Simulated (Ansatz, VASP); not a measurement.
Given: the input of a run of VASP 6.6.1 on Sb.

Contents of run.py:

```python
from ase.calculators.vasp import Vasp
from ase.dft.bandgap import bandgap
from ase.io import read

atoms = read('POSCAR')
calc = Vasp(
    directory='calc',
    xc='pbe',
    pp='PBE',
    setups='recommended',
    prec='Accurate',
    encut=520,
    ediff=1e-07,
    ismear=0,
    sigma=0.1,
    lreal=False,
    lasph=True,
    nelm=80,
    algo='Normal',
    isif=2,
    lwave=False,
    lcharg=False,
    kpts=[10, 10, 10],
    gamma=True,
    nbands=8,
)
atoms.calc = calc

print('energy (eV):', atoms.get_potential_energy())
print('free energy (eV):', atoms.get_potential_energy(force_consistent=True))
print('forces (eV/A):')
print(atoms.get_forces())
print('stress (eV/A^3, Voigt):', atoms.get_stress())
print('Fermi level (eV):', calc.get_fermi_level())
gap, top, bottom = bandgap(calc)
print('band gap (eV):', gap, 'from (spin, k, band)', top, 'to', bottom)
```

The input POSCAR:

```
Sb
1.0
   -1.8713408863      1.8713408863      1.8713408863
    1.8713408863     -1.8713408863      1.8713408863
    1.8713408863      1.8713408863     -1.8713408863
Sb
1
Direct
    0.0000000000      0.0000000000      0.0000000000
```

Potentials or basis: VASP PAW PBE potentials, release 64 (Sb).

Command:

```console
$ python run.py
```

Set up the same calculation for Ansatz 0.2.0. Potentials there: Ansatz PAW.

As run (the cutoff follows the program's own potentials):

File input.yaml:

```yaml
crystal:
  lattice:
    - [-1.8713408863, 1.8713408863, 1.8713408863]
    - [1.8713408863, -1.8713408863, 1.8713408863]
    - [1.8713408863, 1.8713408863, -1.8713408863]
  atoms:
    - { symbol: Sb, position: [0.0, 0.0, 0.0] }
hamiltonian:
  xc: pbe
  pseudopotentials: { kind: paw }
kpoints:
  mp_grid: { grid: [10, 10, 10] }
scf:
  occupations: { method: gaussian, width: 0.1 }
output:
  forces: true
  stress: true
  eigenvalues: true
```

Potentials or basis: Ansatz PAW.

Launch:

```sh
$ ansatz run input.yaml --threads 2 --pin off --max-ram 5632MiB --backend cpu --events-out ev --progress --plain --runs-dir out
```

Both were run:

|  | VASP | Ansatz | Ansatz less VASP |
| --- | --- | --- | --- |
| gap on the k mesh at the Fermi level (eV) | none | none | - |
| pressure (GPa) | 3.1 | 3.2 | +0.13 |

A gap of «none» marks a metal or a gap that the smearing closes. With one functional, cell and mesh, what is left measures potentials, basis and numerics. The two sets of potentials don't hold the same shells in valence.

The runs have no spin-orbit coupling, so splittings on Sb are missing.
